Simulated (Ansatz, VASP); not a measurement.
Given: the input of a run of Ansatz 0.2.0 on InP.

The input input.yaml:

```yaml
crystal:
  lattice:
    - [0.0, 2.768834, 2.768834]
    - [2.768834, 0.0, 2.768834]
    - [2.768834, 2.768834, 0.0]
  atoms:
    - { symbol: In, position: [0.0, 0.0, 0.0] }
    - { symbol: P, position: [0.5, 0.5, 0.5] }
hamiltonian:
  xc: pbe
  pseudopotentials: { kind: paw }
kpoints:
  mp_grid: { grid: [8, 8, 8] }
scf:
  occupations: { method: fermi_dirac, width: 0.05 }
output:
  forces: true
  stress: true
  eigenvalues: true
```

Potentials or basis: Ansatz PAW.

The run is started by

```bash
$ ansatz run input.yaml --threads 2 --pin off --max-ram 5120MiB --backend cpu --events-out ev --progress --plain --runs-dir out
```

**Question.** Set up the same calculation for VASP 6.6.1. Potentials there: VASP PAW PBE potentials, release 64 (In_d, P).

**Answer.** As run (the cutoff follows the program's own potentials):

The input INCAR:

```
SYSTEM = InP
  PREC = Accurate
  ENCUT = 520
  EDIFF = 1E-7
  ISMEAR = -1
  SIGMA = 0.05
  LREAL = .False.
  LASPH = .True.
  NELM = 60
  ALGO = Normal
  ISIF = 2
  LWAVE = .False.
  LCHARG = .True.
  GGA = PE
  LELF = .True.
  LVHAR = .True.
  NBANDS = 16
```

Contents of KPOINTS:

```
Automatic mesh
0
Gamma
  8 8 8
  0 0 0
```

Contents of POSCAR:

```
InP
1.0
    0.0000000000      2.7688340000      2.7688340000
    2.7688340000      0.0000000000      2.7688340000
    2.7688340000      2.7688340000      0.0000000000
In P
1 1
Direct
    0.0000000000      0.0000000000      0.0000000000
    0.5000000000      0.5000000000      0.5000000000
```

Potentials or basis: VASP PAW PBE potentials, release 64 (In_d, P).

Run with:

```bash
$ cat potpaw_PBE.64/In_d/POTCAR potpaw_PBE.64/P/POTCAR > POTCAR
$ mpirun -np 1 vasp_std > vasp.out
```

Both were run:

|  | VASP | Ansatz | Ansatz less VASP |
| --- | --- | --- | --- |
| gap on the k mesh at the Fermi level (eV) | none | none | - |
| pressure (GPa) | -0.1 | 0.0 | +0.03 |

A gap of «none» marks a metal or a gap that the smearing closes. With one functional, cell and mesh, what is left measures potentials, basis and numerics.
